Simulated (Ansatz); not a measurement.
## PBE against PBEsol: NaCl

The reference is NaCl in the rock salt structure (space group Fm-3m, No. 225; a = 5.6958 Å).

(Cell as relaxed with PBE.)

Levels (all Ansatz, a quantum-chemistry and plane-wave program, PAW): PBE (420 eV, no SOC); PBEsol (420 eV, no spin-orbit coupling).

Each level relaxes its own structure.

```json
[
 {"quantity": "volume per atom", "PBE": "23.10 Å³", "PBEsol": "…"},
 {"quantity": "lattice parameter a", "PBE": "5.696 Å", "PBEsol": "…"},
 {"quantity": "band gap", "PBE": "5.00 eV", "PBEsol": "…"},
 {"quantity": "gap character", "PBE": "direct at Γ", "PBEsol": "…"},
 {"quantity": "electron mass", "PBE": "0.40 mₑ", "PBEsol": "…"},
 {"quantity": "hole mass (degenerate bands, along [100])", "PBE": "0.65, 2.9, 2.9 mₑ", "PBEsol": "…"}
]
```

**Question.** Given the PBE results, estimate those of PBEsol.

**Answer.** 
- volume per atom, PBEsol: 21.98 Å³
- lattice parameter a, PBEsol: 5.602 Å
- band gap, PBEsol: 5.01 eV
- gap character, PBEsol: direct at Γ
- electron mass, PBEsol: 0.39 mₑ
- hole mass (degenerate bands, along [100]), PBEsol: 0.60, 2.7, 2.7 mₑ

PBE's volume per atom lies 1.12 Å³ above PBEsol's (5.1 %); PBE's lattice parameter a lies 0.094 Å above PBEsol's (1.7 %); PBE's band gap lies 0.01 eV below PBEsol's; the two agree on the gap character. Neither level is exact; PBEsol is the comparison here, not a measurement.

Effective masses come from finite differences of ±0.01 Å⁻¹. No phonon test of stability was made.
